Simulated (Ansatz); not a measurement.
# Ti: the cost of one run

Method: DFT r2SCAN, scalar-relativistic, plane waves, PAW, in Ansatz 0.2.0.

1 further run of the same task is left out (set aside as unsound or not needed).

## (1) Starting point

The structure is cubic, space group Im-3m (No. 229). Conventional cell: a = 3.252 Å, b = 3.252 Å, c = 3.252 Å, α = 90.00°, β = 90.00°, γ = 90.00°. Around Ti (site symmetry m-3m) lie 8 Ti at 2.82 Å.

As a file:

```cif
data_structure
_symmetry_space_group_name_H-M 'Im-3m'
_symmetry_Int_Tables_number 229
_cell_length_a 3.2518
_cell_length_b 3.2518
_cell_length_c 3.2518
_cell_angle_alpha 90.000
_cell_angle_beta 90.000
_cell_angle_gamma 90.000
_cell_volume 34.38
loop_
_atom_site_label
_atom_site_type_symbol
_atom_site_symmetry_multiplicity
_atom_site_Wyckoff_symbol
_atom_site_fract_x
_atom_site_fract_y
_atom_site_fract_z
_atom_site_occupancy
Ti1 Ti 2 a 0.00000 0.00000 0.00000 1
```

It is the result of an earlier relaxation at this level (volume 17.19 Å³/atom; gap on the mesh: none (metal)).

## (2) Relaxing at -1 GPa

File input.yaml:

```yaml
crystal:
  lattice:
    - [-1.6311437213, 1.6311437213, 1.6311437213]
    - [1.6311437213, -1.6311437213, 1.6311437213]
    - [1.6311437213, 1.6311437213, -1.6311437213]
  atoms:
    - { symbol: Ti, position: [0.0, 0.0, 0.0] }
basis:
  ecutwfc: 500
kpoints:
  mp_grid: { grid: [18, 18, 18] }
hamiltonian:
  xc: r2scan
scf:
  occupations: { method: gaussian, width: 0.1 }
output:
  forces: true
  stress: true
  eigenvalues: true
  write_density: true
  write_potential: true
  elf: true
  volumetric_format: npy
relax:
  adjacent_minimum: "off"
  f_tol: 0.008
  max_steps: 50
  cell: { stress_tol: 0.08, p_target: -1.0 }
```

Started as:

```bash
$ ansatz run input.yaml --threads 1 --pin off --max-ram 2560MiB --backend cpu --events-out ev --progress --plain --runs-dir out
```

What time and memory should one allow on 1 thread of AMD EPYC (Zen 3), shared host?

About 20 s, with a peak of 0.43 GiB.
